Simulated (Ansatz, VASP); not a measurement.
Two plane-wave programs on ZrB2

```
Zr B
1.0
     1.44284    0.83303    4.35776
    -1.44284    0.83303    4.35776
     0.00000   -1.66605    4.35776
Zr B
1 2
Direct
  0.00000 0.00000 0.00000
  0.75000 0.75000 0.75000
  0.25000 0.25000 0.25000
```

Alike in both runs: task relaxation of cell and atoms; functional PBE; k mesh 9 × 9 × 9; occupations gaussian, width 0.1 eV; no spin polarisation.

|  | VASP | Ansatz |
| --- | --- | --- |
| version | VASP 6.6.1 | Ansatz 0.2.0 |
| potentials or method | VASP PAW PBE potentials, release 64 (Zr_sv, B) | scalar-relativistic, plane waves, PAW |
| plane-wave cutoff (eV) | 600 | 420 |
| valence electrons in the cell | 18 | 18 |

```tsv
	VASP	Ansatz	Ansatz less VASP
gap on the k mesh at the Fermi level, each at its own relaxed structure (eV)	none	none	-
relaxed volume (Å³/atom)	11.97	11.94	-0.030
relaxed cell length with the largest relative difference (Å)	4.617	4.616	-0.0012
energy change over the relaxation (meV/atom)	-3136	-3129	+6.4
```

A gap of «none» marks a metal or a gap that the smearing closes.
